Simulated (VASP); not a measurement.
**Sr: relaxation of cell and atoms with PBE**

Sr:

```
Sr
1.0
    -2.43500    2.43500    2.43500
     2.43500   -2.43500    2.43500
     2.43500    2.43500   -2.43500
Sr
1
Direct
  0.00000 0.00000 0.00000
```

This isn't the form of Sr at room conditions, which is fcc.

| Quantity | Value |
| --- | --- |
| Program | VASP 6.6.1 |
| Task | relaxation of cell and atoms |
| Functional | PBE |
| Potentials or basis | VASP PAW PBE potentials, release 64 (Sr_sv) |
| Cutoff | 520 eV |
| k mesh | 13 × 13 × 13 |
| Occupations | gaussian, width 0.1 eV |
| Spin | no spin polarisation |
| Further INCAR settings | ALGO = Normal; EDIFF = 1e-06; IBRION = 2; EDIFFG = -0.01; NSW = 90; ISIF = 3 |

| Property | Result |
| --- | --- |
| Relaxed volume | 53.83 Å³/atom |
| Relaxed cell | a = 4.120 Å, b = 4.120 Å, c = 4.120 Å, α = 109.47°, β = 109.47°, γ = 109.47° |
| Space group after relaxing (to 0.05 Å) | Im-3m (No. 229) |
| Energy gained by relaxing | 9.4 meV/atom |
| Ionic steps | 4 |
| Pressure after relaxing | 0.0 GPa |
| Band gap on the k mesh | none (metal or under the smearing width) |

Step by step:
```csv
step,energy change (eV),largest force (eV/Å),pressure (GPa),volume (Å³)
1,0.0000,0.0000,-0.74,57.75
2,-0.0075,0.0000,-0.37,55.55
3,-0.0093,0.0000,0.10,53.39
4,-0.0094,0.0000,0.00,53.83
```

Final structure:
```
Sr
1.0
    -2.37863    2.37863    2.37863
     2.37863   -2.37863    2.37863
     2.37863    2.37863   -2.37863
Sr
1
Direct
  0.00000 0.00000 0.00000
```

Levels at points of the mesh, in eV from the Fermi level:
```
           k point  band 3  band 4  band 5  band 6  band 7  band 8
(0.00, 0.00, 0.00)  -18.46  -18.46   -3.68    2.40    2.40    2.40
```

Wall time 110 s on 1 thread of AMD EPYC 7R13 Processor (Zen 3), with other jobs on the host, peak memory 0.18 GiB.
